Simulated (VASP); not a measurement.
Set up this calculation in VASP 6.6.1, as the native input.

```yaml
Task: core levels
Functional: PBE
Potentials_or_basis: VASP PAW PBE potentials, release 64 (Zn, S)
Cutoff: 520 eV
k_mesh: 9 × 9 × 9
Occupations: gaussian, width 0.02 eV
Spin: no spin polarisation
Further_INCAR_settings: ALGO = Normal; EDIFF = 1e-06
```

The structure of ZnS lies in POSCAR:

```
ZnS
1.0
    0.0000000000      2.7020000000      2.7020000000
    2.7020000000      0.0000000000      2.7020000000
    2.7020000000      2.7020000000      0.0000000000
Zn S
1 1
Direct
    0.7500000000      0.7500000000      0.7500000000
    0.0000000000      0.0000000000      0.0000000000
```

The input as run:

INCAR

```
SYSTEM = ZnS
  PREC = Accurate
  ENCUT = 520
  EDIFF = 1E-6
  ISMEAR = 0
  SIGMA = 0.02
  LREAL = .FALSE.
  LASPH = .TRUE.
  NELM = 60
  ALGO = Normal
  ISIF = 2
  LWAVE = .FALSE.
  LCHARG = .FALSE.
  GGA = PE
  ICORELEVEL = 1
```

KPOINTS

```
regular mesh
0
G
  9 9 9
  0 0 0
```

Potentials or basis: VASP PAW PBE potentials, release 64 (Zn, S).

Command:

```console
$ cat potpaw_PBE.64/Zn/POTCAR potpaw_PBE.64/S/POTCAR > POTCAR
$ mpirun -np 1 vasp_std > vasp.out
```

Results of the run:

| Item | Value |
| --- | --- |
| Pressure | 1.8 GPa |
| Band gap on the k mesh | 2.11 eV, direct |

Run time: 11 s on 1 thread of Intel(R) Xeon(R) Platinum 8488C (Sapphire Rapids), with other jobs on the host, peak memory 0.15 GiB.
